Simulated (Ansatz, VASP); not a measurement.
Two plane-wave programs on AlN

```
CELL_PARAMETERS angstrom
0.10366 1.96130 1.96130
1.96130 0.10366 1.96130
1.96130 1.96130 0.10366
ATOMIC_POSITIONS crystal
Al 0.50000 0.50000 0.50000
N 0.00000 0.00000 0.00000
```

Alike in both runs: task single point; functional PBEsol; k mesh 10 × 10 × 10; occupations gaussian, width 0.05 eV; no spin polarisation.

|  | VASP | Ansatz |
| --- | --- | --- |
| version | VASP 6.6.1 | Ansatz 0.2.0 |
| potentials or method | VASP PAW PBE potentials, release 64 (Al, N) | scalar-relativistic, plane waves, PAW |
| plane-wave cutoff (eV) | 520 | 520 |
| valence electrons in the cell | 8 | 8 |

|  | VASP | Ansatz | Ansatz less VASP |
| --- | --- | --- | --- |
| gap on the k mesh at the Fermi level (eV) | 3.86 | 3.86 | +0.001 |
| least direct gap on the mesh (eV) | 6.97 | 6.97 | -0.002 |

Ansatz warned: «pseudo_functional_mismatch».

 A k mesh can miss the band edges.
